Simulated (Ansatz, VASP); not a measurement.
ZnS in VASP and in Ansatz

File POSCAR:

```
ZnS
1.0
    0.0000000000      2.6940955616      2.6940955616
    2.6940955616      0.0000000000      2.6940955616
    2.6940955616      2.6940955616      0.0000000000
Zn S
1 1
Direct
    0.2500000000      0.2500000000      0.2500000000
    0.0000000000      0.0000000000      0.0000000000
```

File INCAR.step1:

```
SYSTEM = ZnS
ALGO = Normal ; EDIFF = 1E-4
ENCUT = 520 ; GGA = PE
ISMEAR = 0 ; LASPH = .TRUE.
LCHARG = .FALSE. ; LREAL = .FALSE.
LWAVE = .TRUE. ; NBANDS = 16
NELM = 80 ; PREC = Accurate
SIGMA = 0.01
```

INCAR.step2

```
SYSTEM = ZnS
ALGO = Normal ; EDIFF = 1E-7
ENCUT = 520 ; ISIF = 2
ISMEAR = 0 ; ISTART = 1
LASPH = .TRUE. ; LCHARG = .FALSE.
LMIXTAU = .TRUE. ; LREAL = .FALSE.
LWAVE = .FALSE. ; METAGGA = R2SCAN
NBANDS = 16 ; NELM = 80
PREC = Accurate ; SIGMA = 0.01
```

KPOINTS

```
k-points
0
G
  6 6 6
  0 0 0
```

Input for Ansatz:

```yaml
crystal:
  lattice:
    - [0.0, 2.6940955616, 2.6940955616]
    - [2.6940955616, 0.0, 2.6940955616]
    - [2.6940955616, 2.6940955616, 0.0]
  atoms:
    - { symbol: Zn, position: [0.25, 0.25, 0.25] }
    - { symbol: S, position: [0.0, 0.0, 0.0] }
kpoints:
  mp_grid: { grid: [6, 6, 6] }
hamiltonian:
  xc: r2scan
scf:
  occupations: { method: fixed }
  n_extra_bands: 4
output:
  forces: true
  stress: true
  eigenvalues: true
```

Alike in both runs: task single point; functional r2SCAN; k mesh 6 × 6 × 6; no spin polarisation.

```csv
,VASP,Ansatz
version,VASP 6.6.1,Ansatz 0.2.0
potentials or method,"VASP PAW PBE potentials, release 64 (Zn, S)","plane waves, PAW"
plane-wave cutoff (eV),520,500
occupations,"gaussian, width 0.01 eV",fixed
valence electrons in the cell,18,18
```

VASP gave:

* gap on the k mesh at the Fermi level (eV): 2.72
* pressure (GPa): 0.1

Q: What did Ansatz give for the same quantities?

A: gap on the k mesh at the Fermi level (eV): 2.70; pressure (GPa): 0.1.

Caveats: the PAW data sets were made with another functional, which shifts forces and pressure a little (VASP).
